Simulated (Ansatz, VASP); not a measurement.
This is a calculation of BAs for Ansatz 0.2.0. 

input.yaml

```yaml
crystal:
  lattice:
    - [0.0, 2.3885, 2.3885]
    - [2.3885, 0.0, 2.3885]
    - [2.3885, 2.3885, 0.0]
  atoms:
    - { symbol: As, position: [0.75, 0.75, 0.75] }
    - { symbol: B, position: [0.0, 0.0, 0.0] }
kpoints:
  mp_grid: { grid: [10, 10, 10] }
scf:
  occupations: { method: gaussian, width: 0.02 }
hamiltonian:
  xc: pbe
  pseudopotentials: { kind: all_electron, lapw: { basis_error: 0.001 } }
output:
  forces: true
  stress: true
  eigenvalues: true
```

Potentials or basis: all-electron LAPW, scalar-relativistic.

The run is started by

```console
$ ansatz run input.yaml --threads 1 --pin off --max-ram 3072MiB --backend cpu --events-out ev --progress --plain --runs-dir out
```

**Question.** What does the same run look like in VASP 6.6.1? Potentials or basis there: PBE PAW files As, B, 520 eV.

**Answer.** As run (cutoffs and basis follow the program's own potentials, and thresholds, step limits or extra output files can differ):

The input INCAR:

```
  PREC = Accurate
  ENCUT = 520
  EDIFF = 1E-6
  ISMEAR = 0
  SIGMA = 0.02
  LREAL = False
  LASPH = True
  NELM = 60
  ALGO = Normal
  ISIF = 2
  LWAVE = False
  LCHARG = True
  GGA = PE
  LELF = True
  LVHAR = True
```

KPOINTS

```
Automatic mesh
0
Gamma
  10 10 10
```

File POSCAR:

```
BAs
1.0
    0.0000000000      2.3885000000      2.3885000000
    2.3885000000      0.0000000000      2.3885000000
    2.3885000000      2.3885000000      0.0000000000
As B
1 1
Direct
    0.7500000000      0.7500000000      0.7500000000
    0.0000000000      0.0000000000      0.0000000000
```

Potentials or basis: VASP PAW PBE potentials, release 64 (As, B).

Command:

```bash
$ cat potpaw_PBE.64/As/POTCAR potpaw_PBE.64/B/POTCAR > POTCAR
$ mpirun -np 1 vasp_std > vasp.out
```

Both were run:

|  | Ansatz | VASP |
| --- | --- | --- |
| Pressure | 2.7 GPa | 3.4 GPa |

Where Ansatz's input types no cutoff or centring, it takes its own default and a Γ-centred mesh.

Pressure is positive in compression.
